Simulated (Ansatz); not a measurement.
## La: pressure against volume scale

Results calculated with Ansatz 0.2.0, not measured. Plane-wave DFT, scalar-relativistic PAW made under PBE with cores redone for the functional, no dispersion; the given relaxed cell is scaled uniformly, energy at zero smearing counts from the unscaled cell, pressure at the given Fermi-Dirac smearing is positive in compression.

The cell before it is scaled or strained (space group Im-3m, No. 229):
```
cell vectors (Å)
  -2.1175     2.1175     2.1175
   2.1175    -2.1175     2.1175
   2.1175     2.1175    -2.1175
atoms (fractions of the cell vectors)
La  0.00000  0.00000  0.00000
```

Settings of every row: spin polarised no; functional PBE; wave cutoff 420 eV; smearing width 0.1 eV; k mesh 12x12x12.

Atom starting moment: 0 on all atoms.

Limits: the cell comes from a prototype or a list of computed structures and needn't be the stable phase.

| row | volume scale | V (Å³/atom) | pressure (GPa) | energy change per atom (meV) |
| --- | --- | --- | --- | --- |
| 1 | 0.88 | 33.42 | 3.95 | 50.5 |
| 2 | 0.92 | 34.94 | 2.44 | 20.95 |
| 3 | 0.96 | 36.459 | ? | ? |
| 4 | 1.04 | 39.497 | -0.98 | 5.54 |
| 5 | 1.08 | 41.016 | -1.83 | 19.95 |
| 6 | 1.12 | 42.535 | -2.54 | 41.96 |

Question: what pressure should row 3 give?

Worked fit of pressure. Take u = (V_r/V)^(2/3) − 1 with V_r = 39.497 Å³ an atom, which is twice the finite (Eulerian) strain; such expansions in the strain, on which the Birch-Murnaghan equation of state is built, carry the rest volume and the bulk modulus. The shown rows have u = 0.11782, 0.08516, 0, -0.02484, -0.0482. Least squares give pressure = −0.979 + 35.253 × u + 56.26 × u² GPa; a straight line predicts inner rows, each left out in turn, worse (root mean square 0.16 against 0.013 GPa). The rows lie off it by -0.01, 0.01, 0.00, -0.01, 0.01. The pressure vanishes at u = 0.0266, or V = 37.97 Å³ an atom, and there the bulk modulus at fixed shape and fractions is B = −V dP/dV = (2/3)(1 + u) dP/du = 26.2 GPa. The withheld row has u = 0.05481, so the fit gives −0.979 + 35.253 × (0.05481) + 56.26 × (0.05481)² = 1.12 GPa.

The calculation gave 1.14 GPa. The fit lies 0.02 GPa (0.31 % of the column's range) below it; its largest miss of a shown row is 0.01 GPa.

The other values of row 3: energy change per atom 4.68 meV.
